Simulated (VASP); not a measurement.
Write the native input for VASP 6.6.1 that does the following.

| Property | Result |
| --- | --- |
| Task | single point |
| Functional | PBE |
| Potentials or basis | VASP PAW PBE potentials, release 64 (Hf_pv, N) |
| Cutoff | 520 eV |
| k mesh | 10 × 10 × 10 |
| Occupations | fermi-dirac, width 0.05 eV |
| Spin | no spin polarisation |
| Further INCAR settings | ALGO = Normal; EDIFF = 1e-07; NBANDS = 14 |

The structure of HfN lies in POSCAR:

```
HfN
1.0
    0.0000000000      2.2560000000      2.2560000000
    2.2560000000      0.0000000000      2.2560000000
    2.2560000000      2.2560000000      0.0000000000
Hf N
1 1
Direct
    0.0255780000      0.0115180000     -0.0135500000
    0.4868130000      0.5028510000      0.5136500000
```

The cell isn't the ideal one: atoms moved at random, drawn with an rms of 0.05 Å.

The input as run:

INCAR

```
  ALGO = Normal
  EDIFF = 1E-7
  ENCUT = 520
  GGA = PE
  ISIF = 2
  ISMEAR = -1
  LASPH = True
  LCHARG = False
  LREAL = False
  LWAVE = False
  NBANDS = 14
  NELM = 60
  PREC = Accurate
  SIGMA = 0.05
```

KPOINTS

```
k-points
0
Gamma
  10 10 10
```

Potentials or basis: VASP PAW PBE potentials, release 64 (Hf_pv, N).

Launch:

```bash
$ cat potpaw_PBE.64/Hf_pv/POTCAR potpaw_PBE.64/N/POTCAR > POTCAR
$ mpirun -np 1 vasp_std > vasp.out
```

Results of the run:

```yaml
Pressure: 6.1 GPa
Largest_force: 1.400 eV/Å
Band_gap_on_the_k_mesh: none (metal or under the smearing width)
```

Wall time 53 s on 1 thread of Intel(R) Xeon(R) Platinum 8559C (Emerald Rapids) (shared host), peak memory 0.28 GiB.
